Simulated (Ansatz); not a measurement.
**NbAs under changes of volume**

One of the cells (17.395 Å³/atom); the others are scaled copies at fixed shape and fractional positions:

```
CELL_PARAMETERS angstrom
-1.72585 1.72585 5.84000
1.72585 -1.72585 5.84000
1.72585 1.72585 -5.84000
ATOMIC_POSITIONS crystal
Nb 0.50000 0.00000 0.50000
Nb 0.75000 0.75000 0.00000
As 0.91600 0.41600 0.50000
As 0.16600 0.16600 0.00000
```

| Item | Value |
| --- | --- |
| Program | Ansatz 0.2.0 |
| Functional | PBEsol |
| Potentials or basis | Ansatz PAW |
| Cutoff | 420 eV (not typed: the program's choice for these potentials) |
| k mesh | 11 × 11 × 11 |
| Occupations | fermi-dirac, width 0.05 eV |
| Spin | no spin polarisation |

```tsv
volume (Å³/atom)	energy over the lowest point (meV/atom)	pressure (GPa)	largest force (eV/Å)
16.351	22.88	9.6	0.372
16.699	6.88	5.2	0.342
17.047	0.00	1.2	0.314
17.395	1.29	-2.3	0.288
17.743	9.91	-5.5	0.264
18.091	25.09	-8.4	0.241
18.438	?	?	?
```

Question: What does the run at 18.438 Å³/atom give?

Answer: Energy over the lowest point 46.14 meV/atom; pressure -10.9 GPa; largest force 0.220 eV/Å.

Worked out: A Birch-Murnaghan fit of order 3 (a polynomial in V^(-2/3)) to the other rows has its minimum at 17.16 Å³/atom with B0 = V·E''(V) = 179 GPa and B' = 4.4 at fixed shape and positions, which overstates the stiffness. It gives 46.09 meV/atom at 18.438 Å³/atom, against the run's 46.14, and -dE/dV = -11.0 GPa, against -10.9.

Energies are extrapolated to zero smearing.

Caveats: the PAW data sets come from PBE, with cores solved anew for the run's functional, which leaves a small shift of forces and pressure.
